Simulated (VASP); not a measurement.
# AgCl (Chlorargyrite): single point with PBEsol

**What was measured.**

A printed reference work, data compilation reports, for a bulk crystal of AgCl: band gap 3.249 eV (indirect).

Crystal: AgCl (Chlorargyrite).

```
Ag Cl
1.0
     0.00000    2.73500    2.73500
     2.73500    0.00000    2.73500
     2.73500    2.73500    0.00000
Ag Cl
1 1
Direct
  0.00000 0.00000 0.00000
  0.50000 0.50000 0.50000
```

```json
{
 "Program": "VASP 6.6.1",
 "Task": "single point",
 "Functional": "PBEsol",
 "Potentials or basis": "VASP PAW PBE potentials, release 64 (Ag, Cl)",
 "Cutoff": "900 eV",
 "k mesh": "12 × 12 × 12",
 "Occupations": "gaussian, width 0.05 eV",
 "Spin": "no spin polarisation"
}
```

| Property | Result |
| --- | --- |
| Pressure | -0.7 GPa |
| Band gap on the k mesh | 0.72 eV, indirect (least direct gap 3.06 eV) |

Levels at points of the mesh, in eV from the valence-band top:
```csv
k point,band 7,band 8,band 9,band 10,band 11,band 12
"(0.00, 0.00, 0.00)",-2.51,-2.51,-2.51,0.72,10.73,10.73
"(0.50, 0.00, 0.00)",-1.90,0.00,0.00,3.92,6.67,7.45
"(0.50, 0.50, 0.00)",-2.10,-2.10,-1.99,2.16,7.80,8.60
```

Run time: 41 s on 1 thread of Intel(R) Xeon(R) 6975P-C (Granite Rapids), with other jobs on the host, peak memory 0.3 GiB.

A measured gap of AgCl is 3.249 eV (indirect; a printed reference work, data compilation); the calculated 0.72 eV misses it by -2.53 eV. So large a miss can be the level of theory's own, or it may mean another phase, state or a wrong row. Spin-orbit coupling on Ag is left out. The value is that of PBEsol on a finite k mesh, which can miss the band edges, without temperature or zero-point motion. Semilocal functionals fall short of measured gaps as a rule.

Caveat: the PAW data sets were made with another functional, which shifts forces and pressure a little.
